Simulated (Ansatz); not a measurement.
# Σ3 (112) boundary in fcc Rh with H (interstitial): structure and resistance

How much does the Σ3 (112) boundary in fcc Rh with H (interstitial) reflect electrons?

Main program and level: Ansatz 0.2.0; Ansatz plane-wave DFT, PBE, PAW files; relaxation of a bicrystal slab with its lowest layers held; PAW set soft_1, in the first sound run; inputs show where later runs differ.

### Step 1. Set-up

The cell holds 25 atoms: 24 Rh and 1 H. Its edges and angles: a = 2.689 Å, b = 6.587 Å, c = 29.631 Å, α = 90.0°, β = 90.0°, γ = 90.0°. It derives from Rh. built on the (1 1 2) plane; 2 overlapping atoms removed and the grains opened by 0 Å. Vacuum lies along c.

### Step 2. Relaxing the bicrystal

The boundary is built by mirroring the lower grain in the boundary plane and removing any atoms that overlap; then the H is put in at the boundary. A thin bicrystal slab is relaxed first, with the lowest layers held and the upper grain free to shift and open.

Contents of input.yaml:

```yaml
crystal:
  lattice:
    - [2.6891977995, 0.0, 0.0]
    - [0.0, 6.5871624263, 0.0]
    - [0.0, 0.0, 29.6313088808]
  atoms:
    - { symbol: Rh, position: [0.9999999998, 0.3333333334, 0.1687404367] }
    - { symbol: Rh, position: [0.4999999998, 0.0, 0.19493923] }
    - { symbol: Rh, position: [0.9999999999, 0.6666666667, 0.2211380233] }
    - { symbol: Rh, position: [0.4999999999, 0.3333333334, 0.2473368166] }
    - { symbol: Rh, position: [0.9999999999, 0.0, 0.2735356099] }
    - { symbol: Rh, position: [0.4999999999, 0.6666666667, 0.2997344032] }
    - { symbol: Rh, position: [0.9999999999, 0.3333333334, 0.3259331965] }
    - { symbol: Rh, position: [0.4999999999, 0.0, 0.3521319898] }
    - { symbol: Rh, position: [1.0, 0.6666666667, 0.3783307831] }
    - { symbol: Rh, position: [0.5, 0.3333333333, 0.4045295764] }
    - { symbol: Rh, position: [0.0, 0.0, 0.4307283697] }
    - { symbol: H, position: [0.5, 0.75, 0.4307283697] }
    - { symbol: Rh, position: [1.0, 0.6666666667, 0.4831259563] }
    - { symbol: Rh, position: [0.4999999999, 0.0, 0.5093247496] }
    - { symbol: Rh, position: [0.9999999999, 0.3333333334, 0.5355235429] }
    - { symbol: Rh, position: [0.4999999999, 0.6666666667, 0.5617223362] }
    - { symbol: Rh, position: [0.9999999999, 0.0, 0.5879211295] }
    - { symbol: Rh, position: [0.4999999999, 0.3333333334, 0.6141199229] }
    - { symbol: Rh, position: [0.9999999999, 0.6666666667, 0.6403187162] }
    - { symbol: Rh, position: [0.4999999998, 0.0, 0.6665175095] }
    - { symbol: Rh, position: [0.9999999998, 0.3333333334, 0.6927163028] }
    - { symbol: Rh, position: [0.4999999998, 0.6666666667, 0.7189150961] }
    - { symbol: Rh, position: [0.9999999998, 1.0e-10, 0.7451138894] }
    - { symbol: Rh, position: [0.4999999998, 0.3333333334, 0.7713126827] }
    - { symbol: Rh, position: [0.9999999997, 0.6666666667, 0.797511476] }
kpoints:
  mp_grid: { grid: [9, 4, 1] }
hamiltonian:
  xc: pbe
  pseudopotentials: { kind: paw, azcp: { folder: soft_1 } }
scf:
  occupations: { method: fermi_dirac, width: 0.1 }
relax:
  f_tol: 0.03
  max_steps: 80
  constraints: [{ sites: [0, 1, 2, 3] }]
```

Started as:

```bash
$ ansatz run input.yaml --threads 4 --pin off --max-ram 15360MiB --backend cpu --events-out ev --progress --plain --runs-dir out
```

Then come: transmission across the boundary; specific resistance.

Q: Predict the specific resistance of the boundary.

The boundary has a specific resistance of 0.37 fΩ m². The boundary reflects 46 % of the channels; 0.37 fΩ m² is 3.7×10⁻¹² Ω·cm². One H in 17.7 Å² of boundary is a high coverage.

* specific resistance of the boundary: 0.370 fΩ m²
* share of channels that pass: 0.541

In the relaxation the upper grain slid sideways by about 1.0 Å, so the result belongs to the position that it found, not to the starting one. One starting structure was relaxed; another shift or atom count at the boundary may lie lower.

[Logs are printed without paths, hosts, clocks, repeated set-up lines and the standing remarks that a program may print on its own settings, such as how far it seeks lower states.]

[Hosts, paths, dates, database ids (printed as entryN), source tags and the programs' standing remarks are cut or masked in the printed files.]
